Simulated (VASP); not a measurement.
# Er (Fm-3m) in VASP: notebook

Runs on Er. Level: PBE. Tasks: single point.

All numbers are computed with VASP 6.6.1; they aren't measurements. Logs are shortened: lines on timing, memory, paths and dates and some standing lists are left out, and cuts for length are marked.

### 1 The structure

It takes space group Fm-3m (No. 225, cubic). The conventional cell has a = 4.960 Å, b = 4.960 Å, c = 4.960 Å, α = 90.00°, β = 90.00°, γ = 90.00°. Er (site symmetry m-3m) has 12 Er at 3.51 Å as nearest neighbours.

This isn't the form of Er at room conditions, which is hcp.

### 2 Single point, PBE, collinear spin, ferromagnetic start

Contents of INCAR:

```
SYSTEM = Er
PREC     = Accurate       ! precision mode
ENCUT    = 300            ! plane-wave cutoff, eV
EDIFF    = 1E-6           ! SCF threshold, eV
ISMEAR   = 0              ! smearing method
SIGMA    = 0.2            ! smearing width, eV
LREAL    = .False.        ! projectors in reciprocal space
LASPH    = .True.         ! aspherical terms in the spheres
NELM     = 100            ! most SCF steps
ALGO     = Normal         ! electronic algorithm
ISIF     = 2              ! what is computed and relaxed
LWAVE    = .False.        ! write WAVECAR
LCHARG   = .False.        ! write CHGCAR
ISPIN    = 2              ! spin polarisation
MAGMOM   = 3              ! initial moments
LORBIT   = 11             ! projections on sites
LMAXMIX  = 6              ! l up to which the mixer works
GGA      = PE             ! functional
ADDGRID  = .False.
```

Contents of KPOINTS:

```
Automatic mesh
0
Gamma
  5 5 5
  0 0 0
```

Contents of POSCAR:

```
Er
1.0
   -0.0089250000      2.4571370000      2.4791170000
    2.4542050000     -0.0023290000      2.4725200000
    2.4870360000      2.4833720000     -0.0351600000
Er
1
Direct
   -0.0043710000     -0.0077920000     -0.0181410000
```

Potentials or basis: VASP PAW PBE potentials, release 64 (Er_3), 4f in core.

Command:

```console
$ cat potpaw_PBE.64/Er_3/POTCAR > POTCAR
$ mpirun -np 1 vasp_std > vasp.out
```

OUTCAR:

```text
SYSTEM = Er
   PREC = Accurate
   ENCUT = 300
   EDIFF = 1E-6
   ISMEAR = 0
   LREAL = .False.
   LASPH = .True.
   NELM = 100
   ISIF = 2
   ISPIN = 2
   LORBIT = 11
   GGA = PE

 Found     63 irreducible k-points:

 Following reciprocal coordinates:
            Coordinates               Weight
  0.000000  0.000000  0.000000      1.000000
  0.200000  0.000000 -0.000000      2.000000
  0.400000  0.000000 -0.000000      2.000000
  0.000000  0.200000 -0.000000      2.000000
  0.200000  0.200000 -0.000000      2.000000
  0.400000  0.200000 -0.000000      2.000000
   k-points           NKPTS =     63   k-points in BZ     NKDIM =     63   number of bands    NBANDS=     10
   number of dos      NEDOS =    301   number of ions     NIONS =      1
   total plane-waves  NPLWV =   8000
   dimension x,y,z NGX =    20 NGY =   20 NGZ =   20
   dimension x,y,z NGXF=    40 NGYF=   40 NGZF=   40
   ions per type =               1
   NGX,Y,Z   is equivalent  to a cutoff of   9.53,  9.54,  9.46 a.u.
   NGXF,Y,Z  is equivalent  to a cutoff of  19.05, 19.09, 18.92 a.u.
 SYSTEM =  Er
   PREC   = accura    normal or accurate (medium, high low for compatibility)
   ISTART =      0    job   : 0-new  1-cont  2-samecut
   ICHARG =      2    charge: 1-file 2-atom 10-const
   ISPIN  =      2    spin polarized calculation?
   LNONCOLLINEAR =      F non collinear calculations
   LSORBIT =      F    spin-orbit coupling
   LASPH  =      T    aspherical Exc in radial PAW
   ENCUT  =  300.0 eV  22.05 Ry    4.70 a.u.   4.93  4.92  4.96*2*pi/ulx,y,z
   NELM   =    100;   NELMIN=  2; NELMDL= -5     # of ELM steps
   EDIFF  = 0.1E-05   stopping-criterion for ELM
   LREAL  =      F    real-space projection
   EDIFFG = 0.1E-04   stopping-criterion for IOM
   NSW    =      0    number of steps for IOM
   IBRION =     -1    ionic relax: 0-MD 1-quasi-New 2-CG
   NFREE  =      0    steps in history (QN), initial steepest desc. (CG)
   ISIF   =      2    stress and relaxation
   ISYM   =      2    0-nonsym 1-usesym 2-fastsym
   POTIM  = 0.5000    time-step for ionic-motion
   TEBEG  =    0.0;   TEEND  =   0.0 temperature during run
   PSTRESS=    0.0 pullay stress
   NELECT =       9.0000    total number of electrons
   NUPDOWN=      -1.0000    fix difference up-down
   EMIN   =  10.00;   EMAX   =-10.00  energy-range for DOS
   EFERMI =   0.00;   METHOD = LEGACY
   ISMEAR =     0;   SIGMA  =   0.20  broadening in eV -4-tet -1-fermi 0-gaus
   EFERMI_NEDOS =   21; number of points for ismear=-14 and -15
   IALGO  =     38    algorithm
   IMIX   =      4    mixing-type and parameters
     AMIX     =   0.40;   BMIX     =  1.00
     AMIX_MAG =   1.60;   BMIX_MAG =  1.00
  volume/ion in A,a.u.               =      30.50       205.83
  Fermi-wavevector in a.u.,A,eV,Ry     =   1.089904  2.059619 16.162220  1.187890
  Thomas-Fermi vector in A             =   2.226117
   LORBIT       =     11    0 simple, 1 ext, 2 COOP (PROOUT), +10 PAW based schemes
   GGA     = PE    functional components
   LHFCALC =     F    Hartree Fock is set to
   AEXX    =    0.0000 exact exchange contribution
   IVDW    =     0    specifies the selected vdW correction
   LEPSILON=     F    determine dielectric tensor
   LRPA    =     F    only Hartree local field effects (RPA)
 spin polarized calculation
 Gauss-broadening in eV      SIGMA  =   0.20
  energy-cutoff  :      300.00
  volume of cell :       30.50
 maximum number of plane-waves:       366
   NGX =  9   NGY =  9   NGZ =  9

 number of electron       9.0000002 magnetization       0.5500609

 Free energy of the ion-electron system (eV)
  ---------------------------------------------------
  ext. energy  EPLUGINS =         0.00000000
  ---------------------------------------------------
  free energy    TOTEN  =        -4.42454891 eV

  energy without entropy =       -4.38880022  energy(sigma->0) =       -4.40667456

 E-fermi :   3.1041     XC(G=0):  -9.8669

 val. band max:        2.8973845595   @ k =  -0.2000   0.4000  -0.0000
 cond. band min:       3.1235695185   @ k =  -0.4000  -0.2000   0.2000
 fundamental gap:      0.2261849590
 Fermi energy:         3.1040725953

 spin component 1

 k-point     1 :       0.0000    0.0000    0.0000
  band No.  band energies     occupation
      1     -21.3842      1.00000
      2     -21.3700      1.00000
      3     -21.3664      1.00000
      4      -2.7167      1.00000
      5       4.7550      0.00000
      6       4.9967      0.00000
      7       5.0233      0.00000
      8       7.2852      0.00000
      9       7.4011      0.00000
     10      12.3070      0.00000
[... 53 lines left out ...]
 k-point     6 :       0.4000    0.2000   -0.0000
  band No.  band energies     occupation
      1     -21.8202      1.00000
      2     -21.5287      1.00000
      3     -21.5015      1.00000
      4       0.4060      1.00000
      5       2.8600      0.95781
      6       4.0753      0.00000
      7       5.9315      0.00000
      8       7.8161      0.00000
      9       8.9167      0.00000
     10      12.4172      0.00000

 [... further k-points ...]

 spin component 2

 k-point     1 :       0.0000    0.0000    0.0000
  band No.  band energies     occupation
      1     -21.2631      1.00000
      2     -21.2455      1.00000
      3     -21.2411      1.00000
      4      -2.2295      1.00000
      5       5.0857      0.00000
      6       5.3258      0.00000
      7       5.3524      0.00000
      8       7.4788      0.00000
      9       7.5896      0.00000
     10      13.0275      0.00000
[... 53 lines left out ...]
 k-point     6 :       0.4000    0.2000   -0.0000
  band No.  band energies     occupation
      1     -21.6829      1.00000
      2     -21.3996      1.00000
      3     -21.3760      1.00000
      4       0.8650      1.00000
      5       3.2912      0.09284
      6       4.4185      0.00000
      7       6.2236      0.00000
      8       8.1157      0.00000
      9       9.1054      0.00000
     10      12.7420      0.00000

 [... further k-points ...]
[... 5 lines left out ...]
  --------------------------------------------------------------------------------------
  -------------------------------------------------------------------------------------
  Total        0.1989158      0.2043595      0.1627481     -0.0635013      0.0745560      0.1093039
  in kB       10.4490533     10.7350129      8.5491662     -3.3357273      3.9164283      5.7417402
  external PRESSURE =       9.9110775 kB  Pullay stress =       0.0000000 kB

 VOLUME and BASIS-vectors are now :
 -----------------------------------------------------------------------------
  energy-cutoff  :      300.00
  volume of cell :       30.50
      direct lattice vectors                 reciprocal lattice vectors
    -0.008925000  2.457137000  2.479117000    -0.201313527  0.204442392  0.200014888
     2.454205000 -0.002329000  2.472520000     0.204685885 -0.202140878  0.201085569
     2.487036000  2.483372000 -0.035160000     0.199378760  0.200206110 -0.197713292

 POSITION                                       TOTAL-FORCE (eV/Angst)
 -----------------------------------------------------------------------------------
      4.86811      4.88241      4.88701         0.000000      0.000000      0.000000
 -----------------------------------------------------------------------------------
    total drift:                                0.000005      0.000006     -0.000008

  FREE ENERGIE OF THE ION-ELECTRON SYSTEM (eV)
  ---------------------------------------------------
  free  energy   TOTEN  =        -4.4245489078 eV

  energy  without entropy=       -4.3888002183  energy(sigma->0) =       -4.40667456

 total charge

# of ion       s       p       d       tot
------------------------------------------
    1        0.508   6.537   1.088   8.134

 magnetization (x)

# of ion       s       p       d       tot
------------------------------------------
    1        0.004   0.160   0.269   0.433
```

stdout:

```text
POSCAR found type information on POSCAR Er
 POSCAR found :  1 types and       1 ions
 scaLAPACK will be used
 LDA part: xc-table for (Slater+PW92), standard interpolation
 POSCAR, INCAR and KPOINTS ok, starting setup
 FFT: planning ... GRIDC
 FFT: planning ... GRID_SOFT
 FFT: planning ... GRID
 WAVECAR not read
 entering main loop
```

Run time: 11 s. Hardware: 1 thread of Intel Xeon 6975P-C (Granite Rapids), shared host; peak memory 0.13 GiB.

These settings aren't checked as converged: the numbers below hold their error.

Results:

```
Free energy                                           : -4.4245 eV
Pressure                                              : 1.0 GPa
Band gap on the k mesh                                : none (metal or under the smearing width)
Net moment                                            : 0.55 μB per cell
Site moments                                          : Er +0.43 μB
Valence electrons inside the program's atomic spheres : Er 8.13
```

Caveat: the k mesh is coarse (spacing up to 0.44 Å⁻¹), so the values aren't converged; the magnetic or orbital state may not be the lowest; spin-orbit coupling is left out, which moves the levels of the heavy elements; the 4f electrons are frozen in the core as for a trivalent ion, so they carry no moment and show no levels.

### 3 Single point, PBE, collinear spin, ferromagnetic start

INCAR, as its differences from that of step 2:

```diff
@@ -2,3 +2,3 @@
 PREC     = Accurate       ! precision mode
-ENCUT    = 300            ! plane-wave cutoff, eV
+ENCUT    = 350            ! plane-wave cutoff, eV
 EDIFF    = 1E-6           ! SCF threshold, eV
```

KPOINTS is that of step 2.

Contents of POSCAR:

```
Er
1.0
    0.0000000000      2.4798434248      2.4798434248
    2.4798434248      0.0000000000      2.4798434248
    2.4798434248      2.4798434248      0.0000000000
Er
1
Direct
    0.0000000000      0.0000000000      0.0000000000
```

Potentials or basis: VASP PAW PBE potentials, release 64 (Er_3), 4f in core.

Command:

```console
$ cat potpaw_PBE.64/Er_3/POTCAR > POTCAR
$ mpirun -np 1 vasp_std > vasp.out
```

Run time: 5.7 s. Hardware: 1 thread of Intel Xeon 6975P-C (Granite Rapids), shared host; peak memory 0.14 GiB.

The run converged, but some of its settings lie outside the range that counts as converged, so its numbers aren't taken as properties of the crystal.

What came out:

```yaml
Free_energy: -4.4267 eV
Pressure: 1.0 GPa
Band_gap_on_the_k_mesh: none (metal or under the smearing width)
Net_moment: 0.56 μB per cell
Site_moments: Er +0.44 μB
Valence_electrons_inside_the_program's_atomic_spheres: Er 8.13
```

Caveat: the k mesh is coarse (spacing up to 0.44 Å⁻¹), so the values aren't converged; the magnetic or orbital state may not be the lowest; spin-orbit coupling is left out, which moves the levels of the heavy elements; the 4f electrons are frozen in the core as for a trivalent ion, so they carry no moment and show no levels.

### 4 Single point, PBE, collinear spin, ferromagnetic start

INCAR is that of step 3.

KPOINTS is that of step 3.

Contents of POSCAR:

```
Er
1.0
   -0.0089250000      2.4571370000      2.4791170000
    2.4542050000     -0.0023290000      2.4725200000
    2.4870360000      2.4833720000     -0.0351600000
Er
1
Direct
   -0.0043710000     -0.0077920000     -0.0181410000
```

Command:

```console
$ cat potpaw_PBE.64/Er_3/POTCAR > POTCAR
$ mpirun -np 1 vasp_std > vasp.out
```

Wall time 11 s (1 thread of Intel Xeon 6975P-C (Granite Rapids), shared host); peak memory 0.15 GiB.

These settings aren't checked as converged: the numbers below hold their error.

Results:

- Free energy: -4.4250 eV
- Pressure: 1.0 GPa
- Band gap on the k mesh: none (metal or under the smearing width)
- Net moment: 0.55 μB per cell
- Site moments: Er +0.43 μB
- Valence electrons inside the program's atomic spheres: Er 8.13

Caveat: the k mesh is coarse (spacing up to 0.44 Å⁻¹), so the values aren't converged; the magnetic or orbital state may not be the lowest; spin-orbit coupling is left out, which moves the levels of the heavy elements; the 4f electrons are frozen in the core as for a trivalent ion, so they carry no moment and show no levels.

[end of part 1 of 2]
